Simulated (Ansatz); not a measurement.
# Cost of a DFT run on MoS2

```yaml
crystal:
  lattice:
    - [1.5815, 0.9130794507, 6.1233333333]
    - [-1.5815, 0.9130794507, 6.1233333333]
    - [0.0, -1.8261589014, 6.1233333333]
  atoms:
    - { symbol: Mo, position: [0.0, 0.0, 0.0], spin: 2.0 }
    - { symbol: S, position: [0.2516, 0.2516, 0.2516] }
    - { symbol: S, position: [0.4151, 0.4151, 0.4151] }
magnetization:
  spin_polarized: true
kpoints:
  mp_grid: { grid: [16, 16, 16] }
scf:
  occupations: { method: fermi_dirac, width: 0.02 }
hamiltonian:
  xc: pbe
  pseudopotentials: { kind: paw }
output:
  forces: true
  stress: true
  populations: true
  efg:
    quadrupole_moments_barn: { Mo: -0.022, S: -0.0694 }
    contact_densities: true
```

```sh
ansatz run input.yaml --threads 1 --pin off --max-ram 3072MiB --backend cpu --events-out ev --progress --plain --runs-dir out
```

It runs on 1 thread of Intel Xeon Platinum 8488C (Sapphire Rapids) (x86_64; 16 cores open to the job, memory cap 3.0 GiB, no GPU), a shared host with a load of 0.4 a core.

**Question.** How much time and memory should be set aside?

**Answer.** About 98 s of wall time (98 s of CPU time) and 1.1 GiB. The run holds 26 valence electrons in 18 bands, about 1011 plane waves a k-point and 417 irreducible k-points, and took 13 SCF iterations. Times on a shared host vary by tens of per cent.
